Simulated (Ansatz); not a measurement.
Crystal: Cr.

```
Cr
1.0
     2.71400    0.00000    0.00000
    -1.35700    2.35039    0.00000
     0.00000    0.00000    4.41000
Cr
2
Direct
  0.66667 0.33333 0.75000
  0.33333 0.66667 0.25000
```

This isn't the form of Cr at room conditions, which is bcc.

Base run:

```yaml
Program: Ansatz 0.2.0
Functional: PBEsol
Potentials_or_basis: Ansatz PAW
Cutoff: "420 eV (not typed: the program's choice for these potentials)"
k_mesh: 11 × 11 × 6
Occupations: fermi-dirac, width 0.05 eV
Spin: no spin polarisation
```

Its results: band gap on the k mesh none (metal or under the smearing width); pressure -34.1 GPa.

Q: The run is repeated on the same cell with these changes: spin from no spin polarisation to collinear spin, ferrimagnetic start. What comes out?

A: Band gap on the k mesh none (metal or under the smearing width); pressure -32.1 GPa; net moment 1.64 μB per cell; site moments Cr +0.75 μB.

Caveats: a pressure of tens of GPa on the cell as given is suspect, and the run, the potentials or the cell itself is likely at fault; the PAW data sets come from PBE, with cores solved anew for the run's functional, which leaves a small shift of forces and pressure; the starting moments weren't kept (some runs).
